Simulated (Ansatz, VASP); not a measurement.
# B in VASP and in Ansatz

File INCAR:

```
  ALGO = Normal
  EDIFF = 1E-6
  ENCUT = 520
  GGA = PE
  ISIF = 2
  ISMEAR = -1
  LASPH = T
  LCHARG = F
  LREAL = F
  LWAVE = F
  NBANDS = 8
  NELM = 80
  PREC = Accurate
  SIGMA = 0.1
```

File KPOINTS:

```
k-points
0
Gamma
  22 22 22
```

File POSCAR:

```
B
1.0
   -1.0149581182      1.0149581182      1.0149581182
    1.0149581182     -1.0149581182      1.0149581182
    1.0149581182      1.0149581182     -1.0149581182
B
1
Direct
    0.0000000000      0.0000000000      0.0000000000
```

Input for Ansatz:

```yaml
crystal:
  lattice:
    - [-1.0149581182, 1.0149581182, 1.0149581182]
    - [1.0149581182, -1.0149581182, 1.0149581182]
    - [1.0149581182, 1.0149581182, -1.0149581182]
  atoms:
    - { symbol: B, position: [0.0, 0.0, 0.0] }
kpoints:
  mp_grid: { grid: [22, 22, 22] }
scf:
  occupations: { method: fermi_dirac, width: 0.1 }
hamiltonian:
  xc: pbe
  pseudopotentials: { kind: all_electron, lapw: { basis_error: 0.001 } }
output:
  forces: true
  stress: true
  eigenvalues: true
  populations: true
```

Change from the starting cell: volume scaled by 0.68, LAPW.

Alike in both runs: task single point; functional PBE; k mesh 22 × 22 × 22; occupations fermi-dirac, width 0.1 eV; no spin polarisation.

|  | VASP | Ansatz |
| --- | --- | --- |
| version | VASP 6.6.1 | Ansatz 0.2.0 |
| potentials or method | VASP PAW PBE potentials, release 64 (B) | all-electron LAPW, scalar-relativistic |
| plane-wave cutoff (eV) | 520 | see its input |

Ansatz gave:

| Quantity | Value |
| --- | --- |
| pressure (GPa) | 184.2 |

Problem. Estimate VASP's values.

Solution. Pressure (GPa): 184.4.

Ansatz ran all-electron here, so the differences hold the error of VASP's frozen core and of both bases.

Caveats: the cell as given lies far from equilibrium; so large a pressure means that the cell lies far from this level's equilibrium, or that cutoff or potentials fall short (VASP).
